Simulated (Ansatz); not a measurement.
Crystal: Sn.

```
Sn
1.0
    -1.72654    1.77555    2.33834
     1.72654   -1.77555    2.33834
     1.72654    1.77555   -2.33834
Sn
1
Direct
  0.00000 0.00000 0.00000
```

This isn't the form of Sn at room conditions, which is tetragonal (white tin).

- Program: Ansatz 0.2.0
- Task: relaxation of cell and atoms
- Functional: r2SCAN
- Dispersion: rVV10
- Potentials or basis: Ansatz PAW
- Cutoff: 500 eV (not typed: the program's choice for these potentials)
- k mesh: 11 × 11 × 11
- Occupations: fermi-dirac, width 0.05 eV
- Spin: no spin polarisation

At the start: volume 28.67 Å³/atom.

How do energy, volume and symmetry change on relaxing?

It ends after 7 steps and the volume is 26.86 Å³/atom (-6.3 %); space group I4/mmm (No. 139, to 0.05 Å).

The path:
```csv
step,energy change (eV),largest force (eV/Å),volume (Å³)
1,0.0000,0.0000,28.67
2,-0.0197,0.0000,26.77
3,-0.0204,0.0000,26.86
4,-0.0207,0.0000,26.88
5,-0.0208,0.0000,26.87
6,-0.0208,0.0000,26.86
7,-0.0208,0.0000,26.86
```

Final structure:
```
CELL_PARAMETERS angstrom
-1.69606 1.69615 2.33382
1.69606 -1.69615 2.33382
1.69606 1.69615 -2.33382
ATOMIC_POSITIONS crystal
Sn 0.00000 0.00000 0.00000
```

Caveat: the plane-wave basis is chosen anew once the cell has moved, so the energies of steps on either side of that aren't comparable; the PAW data sets come from PBE, with cores solved anew for the run's functional, which leaves a small shift of forces and pressure.
